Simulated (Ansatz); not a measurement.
Defect migration in zinc-blende AlAs: Al vacancy, charge state -3. The step: one Al atom jumps into the vacancy from a nearby Al site; the atom moves 3.89 Å along (0.00, 0.48, -0.48) of the unit cell; the moving atom starts with neighbours As at 2.43, As at 2.50, 2 As at 2.52 Å and ends with As at 2.44, As at 2.50, 2 As at 2.52 Å. DFT values are from Ansatz (plane-wave PAW, 420 eV unless said) in a cell of 64 host sites, spin-restricted, static, with no finite-size correction. The charge state is imposed; whether it is stable for some Fermi level was not computed. Forms of the defect that were not tried may lie lower. For the PBE band: the saddle point's order was not checked, and it lies on a symmetry element of the cell, where a band can be held.

```tsv
Level	Forward barrier (eV)	Cost of the band or of the saddle's single point
CHGNet universal potential (has no charge state), its own band	0.77	-
PBE, one k-point at (0.250, 0.250, 0.250), band relaxed	1.69	about 23 core-minutes (a rough figure)
PBE, a 2×2×2 k-point mesh shifted by half a step, same geometries	1.66	roughly 5 core-minutes
r2SCAN at 500 eV, one k-point at (0.250, 0.250, 0.250), same geometries	1.85	roughly 2.8 core-minutes
```

Ansatz is a program for electronic structure.
